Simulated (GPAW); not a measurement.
# LiF (Griceite) (Fm-3m) in GPAW: notebook, part 2 of 2

GPAW 26.7.0.

## Step 4: Relaxation of cell and atoms, PBEsol, target pressure 5 GPa, at which the enthalpy is minimised

run.py

```python
from ase import Atoms
from ase.filters import FrechetCellFilter
from ase.io import write
from ase.optimize import BFGS
from ase.units import GPa
from gpaw import GPAW, PW, setup_paths

setup_paths.insert(0, '.')

atoms = Atoms(['F', 'Li'],
              cell=[[0.0, 2.014, 2.014],
                    [2.014, 0.0, 2.014],
                    [2.014, 2.014, 0.0]],
              scaled_positions=[[0.5, 0.5, 0.5],
                                [0.0, 0.0, 0.0]],
              pbc=True)

calc = GPAW(mode=PW(800),
            xc='PBEsol',
            kpts={'size': (11, 11, 11), 'gamma': True},
            occupations={'name': 'fermi-dirac', 'width': 0.05},
            nbands=11,
            convergence={'density': 1e-05, 'forces': 0.0001},
            maxiter=150,
            txt='gpaw.txt')
atoms.calc = calc
opt = BFGS(FrechetCellFilter(atoms, scalar_pressure=5 * GPa), trajectory='relax.traj', logfile='-')
done = opt.run(fmax=0.02, steps=60)
calc.write('gs.gpw')
write('result.traj', atoms)
print('Converged:', done)
print('Cell:', atoms.cell.cellpar().round(4))
print('Volume:', round(atoms.get_volume(), 4))
print(atoms.get_scaled_positions().round(5))
```

Potentials or basis: PAW data sets generated in the run's folder for this functional, pw.

Command:

```sh
$ gpaw-setup -f PBEsol F Li
$ OMP_NUM_THREADS=1 python run.py
```

gpaw.txt:

```text
__  _  _
 | _ |_)|_||  |
 |__||  | ||/\| - 26.7.0

Input parameters:
  mode=PW(ecut=800.0),
  convergence={'density': 1e-05, 'forces': 0.0001},
  kpts=MonkhorstPack(size=(11, 11, 11), gamma=True),
  maxiter=150,
  nbands=11,
  occupations=Occupations(name='fermi-dirac', width=0.05),
  xc=XC(name='PBEsol')

Diagonalizing LCAO Hamiltonian
Converting LCAO to pw mode

              F

       Li

Atoms  # Å, Bohr magnetons
|   | symbol |        x |        y |        z |    initial magnetic moments |
|---|--------|----------|----------|----------|-----------------------------|
| 0 |      F | 2.014000 | 2.014000 | 2.014000 | ( 0.0000,  0.0000,  0.0000) |
| 1 |     Li | 0.000000 | 0.000000 | 0.000000 | ( 0.0000,  0.0000,  0.0000) |

Unit cell  # Å
| periodic |        x |        y |        z |  lengths |    angles |
|----------|----------|----------|----------|----------|-----------|
|      yes | 0.000000 | 2.014000 | 2.014000 | 2.848226 | 60.000000 |
|      yes | 2.014000 | 0.000000 | 2.014000 | 2.848226 | 60.000000 |
|      yes | 2.014000 | 2.014000 | 0.000000 | 2.848226 | 60.000000 |

Number of symmetries: 48
Symmetry operations  # r_c * U_cc + t_c -> r_c
|    | kind |            matrix            |
|----|------|------------------------------|
|  0 |  σ   |  1, 0, 0,  1, 0,-1,  1,-1, 0 |
|  1 |  C2  |  1, 0, 0,  1,-1, 0,  1, 0,-1 |
|  2 |  E   |  1, 0, 0,  0, 1, 0,  0, 0, 1 |
|  3 |  σ   |  1, 0, 0,  0, 0, 1,  0, 1, 0 |
|  4 |  C4  |  1, 0,-1,  1, 0, 0,  1,-1, 0 |
|  5 |  S6  |  1, 0,-1,  1,-1, 0,  1, 0, 0 |
|  6 |  σ   |  1, 0,-1,  0, 1,-1,  0, 0,-1 |
|  7 |  C3  |  1, 0,-1,  0, 0,-1,  0, 1,-1 |
|  8 |  S6  |  1,-1, 0,  1, 0, 0,  1, 0,-1 |
[... 219 lines left out ...]
Gap: 8.882 eV
Transition (v -> c):
  (s=0, k=0, n=3, [0.00, 0.00, 0.00]) -> (s=0, k=0, n=4, [0.00, 0.00, 0.00])
No difference between direct/indirect transitions

Stress tensor  # eV/Ang^3
|        x |         y |         z |
|----------|-----------|-----------|
| 0.015627 |  0.000000 |  0.000000 |
| 0.000000 |  0.015627 | -0.000000 |
| 0.000000 | -0.000000 |  0.015627 |

Forces  # eV/Ang
|       x |        y |        z |
|---------|----------|----------|
[... 280 lines left out ...]
| 1 |     Li | 0.000000 | 0.000000 | 0.000000 | ( 0.0000,  0.0000,  0.0000) |

Unit cell  # Å
| periodic |        x |         y |        z |  lengths |    angles |
|----------|----------|-----------|----------|----------|-----------|
|      yes | 0.000000 |  1.949022 | 1.949022 | 2.756334 | 60.000000 |
|      yes | 1.949022 | -0.000000 | 1.949022 | 2.756334 | 60.000000 |
|      yes | 1.949022 |  1.949022 | 0.000000 | 2.756334 | 60.000000 |

Number of symmetries: 48
Symmetry operations  # r_c * U_cc + t_c -> r_c
|    | kind |            matrix            |
|----|------|------------------------------|
|  0 |  σ   |  1, 0, 0,  1, 0,-1,  1,-1, 0 |
|  1 |  C2  |  1, 0, 0,  1,-1, 0,  1, 0,-1 |
|  2 |  E   |  1, 0, 0,  0, 1, 0,  0, 0, 1 |
|  3 |  σ   |  1, 0, 0,  0, 0, 1,  0, 1, 0 |
|  4 |  C4  |  1, 0,-1,  1, 0, 0,  1,-1, 0 |
|  5 |  S6  |  1, 0,-1,  1,-1, 0,  1, 0, 0 |
|  6 |  σ   |  1, 0,-1,  0, 1,-1,  0, 0,-1 |
|  7 |  C3  |  1, 0,-1,  0, 0,-1,  0, 1,-1 |
|  8 |  S6  |  1,-1, 0,  1, 0, 0,  1, 0,-1 |
[... 218 lines left out ...]
Gap: 9.800 eV
Transition (v -> c):
  (s=0, k=0, n=3, [0.00, 0.00, 0.00]) -> (s=0, k=0, n=4, [0.00, 0.00, 0.00])
No difference between direct/indirect transitions

Stress tensor  # eV/Ang^3
|         x |         y |         z |
|-----------|-----------|-----------|
| -0.036377 | -0.000000 | -0.000000 |
| -0.000000 | -0.036377 | -0.000000 |
| -0.000000 | -0.000000 | -0.036377 |

Forces  # eV/Ang
|        x |        y |        z |
|----------|----------|----------|
| -0.00000 | -0.00000 | -0.00000 |  # F    0
|  0.00000 | -0.00000 | -0.00000 |  # Li   1
[... 7 lines left out ...]
Atoms  # Å, Bohr magnetons
|   | symbol |        x |        y |        z |    initial magnetic moments |
|---|--------|----------|----------|----------|-----------------------------|
| 0 |      F | 1.954796 | 1.954796 | 1.954796 | ( 0.0000,  0.0000,  0.0000) |
| 1 |     Li | 0.000000 | 0.000000 | 0.000000 | ( 0.0000,  0.0000,  0.0000) |

Unit cell  # Å
| periodic |        x |         y |        z |  lengths |    angles |
|----------|----------|-----------|----------|----------|-----------|
|      yes | 0.000000 |  1.954796 | 1.954796 | 2.764499 | 60.000000 |
|      yes | 1.954796 | -0.000000 | 1.954796 | 2.764499 | 60.000000 |
|      yes | 1.954796 |  1.954796 | 0.000000 | 2.764499 | 60.000000 |

Number of symmetries: 48
Symmetry operations  # r_c * U_cc + t_c -> r_c
|    | kind |            matrix            |
|----|------|------------------------------|
|  0 |  σ   |  1, 0, 0,  1, 0,-1,  1,-1, 0 |
|  1 |  C2  |  1, 0, 0,  1,-1, 0,  1, 0,-1 |
|  2 |  E   |  1, 0, 0,  0, 1, 0,  0, 0, 1 |
|  3 |  σ   |  1, 0, 0,  0, 0, 1,  0, 1, 0 |
|  4 |  C4  |  1, 0,-1,  1, 0, 0,  1,-1, 0 |
|  5 |  S6  |  1, 0,-1,  1,-1, 0,  1, 0, 0 |
|  6 |  σ   |  1, 0,-1,  0, 1,-1,  0, 0,-1 |
|  7 |  C3  |  1, 0,-1,  0, 0,-1,  0, 1,-1 |
|  8 |  S6  |  1,-1, 0,  1, 0, 0,  1, 0,-1 |
[... 217 lines left out ...]
Gap: 9.712 eV
Transition (v -> c):
  (s=0, k=0, n=3, [0.00, 0.00, 0.00]) -> (s=0, k=0, n=4, [0.00, 0.00, 0.00])
No difference between direct/indirect transitions

Stress tensor  # eV/Ang^3
|         x |         y |         z |
|-----------|-----------|-----------|
| -0.030747 |  0.000000 |  0.000000 |
|  0.000000 | -0.030747 |  0.000000 |
|  0.000000 |  0.000000 | -0.030747 |

Forces  # eV/Ang
|       x |       y |       z |
|---------|---------|---------|
| 0.00000 | 0.00000 | 0.00000 |  # F    0
| 0.00000 | 0.00000 | 0.00000 |  # Li   1

# Writing to gs.gpw (mode='')
```

Run time: 50 s. Hardware: 1 thread of Intel Xeon Platinum 8259CL at 2.50GHz (Skylake/Cascade Lake), shared host; peak memory 0.18 GiB.

What came out:

| Property | Result |
| --- | --- |
| Free energy | -9.7653 eV |
| Relaxed volume | 7.47 Å³/atom |
| Relaxed cell | a = 2.764 Å, b = 2.764 Å, c = 2.764 Å, α = 60.00°, β = 60.00°, γ = 60.00° |
| Space group after relaxing (to 0.05 Å) | Fm-3m (No. 225) |
| Energy change on relaxing (the enthalpy is what falls) | +12.8 meV/atom |
| Ionic steps | 4 |
| Pressure after relaxing | 4.9 GPa |
| Band gap on the k mesh | 9.71 eV, direct |

Step by step:
| step | energy change (eV) | largest force (eV/Å) | pressure (GPa) | volume (Å³) |
| --- | --- | --- | --- | --- |
| 1 | 0.0000 | 0.0000 | -2.50 | 16.34 |
| 2 | -0.0002 | 0.0000 | -1.93 | 16.20 |
| 3 | 0.0318 | 0.0000 | 5.83 | 14.81 |
| 4 | 0.0256 | 0.0000 | 4.93 | 14.94 |

Final structure:
```
F Li
1.0
     0.00000    1.95480    1.95480
     1.95480    0.00000    1.95480
     1.95480    1.95480    0.00000
F Li
1 1
Direct
  0.50000 0.50000 0.50000
  0.00000 0.00000 0.00000
```

Caveat: the data sets keep Ga 3d, Li 1s and Be 1s frozen, and some such compounds lay over 1.5 % in volume off other programs; later steps reuse the first step's grids; an odd mesh through Γ misses points on the zone boundary, where band edges often lie. PBEsol gaps usually lie below the measured ones, often by a third to a half.

## Step 5: Relaxation of cell and atoms, PBEsol, target pressure 10 GPa, at which the enthalpy is minimised

run.py: that of step 4 with these lines changed.

```diff
@@ -26,3 +26,3 @@
 atoms.calc = calc
-opt = BFGS(FrechetCellFilter(atoms, scalar_pressure=5 * GPa), trajectory='relax.traj', logfile='-')
+opt = BFGS(FrechetCellFilter(atoms, scalar_pressure=10 * GPa), trajectory='relax.traj', logfile='-')
 done = opt.run(fmax=0.02, steps=60)
```

Command:

```sh
$ gpaw-setup -f PBEsol F Li
$ OMP_NUM_THREADS=1 python run.py
```

Wall time 52 s (1 thread of Intel Xeon Platinum 8259CL at 2.50GHz (Skylake/Cascade Lake), shared host); peak memory 0.18 GiB.

The run converged. Its results:

```
Free energy                                            : -9.7273 eV
Relaxed volume                                         : 7.15 Å³/atom
Relaxed cell                                           : a = 2.724 Å, b = 2.724 Å, c = 2.724 Å, α = 60.00°, β = 60.00°, γ = 60.00°
Space group after relaxing (to 0.05 Å)                 : Fm-3m (No. 225)
Energy change on relaxing (the enthalpy is what falls) : +31.8 meV/atom
Ionic steps                                            : 4
Pressure after relaxing                                : 9.7 GPa
Band gap on the k mesh                                 : 10.16 eV, direct
```

The path:
| step | energy change (eV) | largest force (eV/Å) | pressure (GPa) | volume (Å³) |
| --- | --- | --- | --- | --- |
| 1 | 0.0000 | 0.0000 | -2.50 | 16.34 |
| 2 | -0.0002 | 0.0000 | -1.55 | 16.12 |
| 3 | 0.0867 | 0.0000 | 12.18 | 14.01 |
| 4 | 0.0636 | 0.0000 | 9.74 | 14.29 |

Final structure:
```
F Li
1.0
     0.00000    1.92618    1.92618
     1.92618    0.00000    1.92618
     1.92618    1.92618    0.00000
F Li
1 1
Direct
  0.50000 0.50000 0.50000
  0.00000 0.00000 0.00000
```

Levels at points of the mesh, in eV from the valence-band top:
| k point | band 1 | band 2 | band 3 | band 4 | band 5 | band 6 | band 7 |
| --- | --- | --- | --- | --- | --- | --- | --- |
| (0.00, 0.00, 0.00) | -20.35 | 0.00 | 0.00 | 0.00 | 10.16 | 25.39 | 25.39 |

Caveat: the data sets keep Ga 3d, Li 1s and Be 1s frozen, and some such compounds lay over 1.5 % in volume off other programs; later steps reuse the first step's grids; an odd mesh through Γ misses points on the zone boundary, where band edges often lie.

## Step 6: Summary

| cell | target pressure | gap on the mesh (eV) | pressure (GPa) |
| --- | --- | --- | --- |
| relaxed | - | 9.20 | 0.1 |
| relaxed to 2 GPa | 2 GPa | 9.44 | 2.3 |
| relaxed to 5 GPa | 5 GPa | 9.71 | 4.9 |
| relaxed to 10 GPa | 10 GPa | 10.16 | 9.7 |

Alike in all rows: task relaxation of cell and atoms; level PBEsol; potentials or basis PAW data sets generated in the run's folder for this functional, pw; no spin polarisation; k mesh 11 × 11 × 11; cutoff (eV) 800; smearing fermi-dirac 0.05 eV.

Caveats: the data sets keep Ga 3d, Li 1s and Be 1s frozen, and some such compounds lay over 1.5 % in volume off other programs; later steps reuse the first step's grids; an odd mesh through Γ misses points on the zone boundary, where band edges often lie.

Total energies depend on the potentials used, so only differences within one code and one set of settings carry meaning.
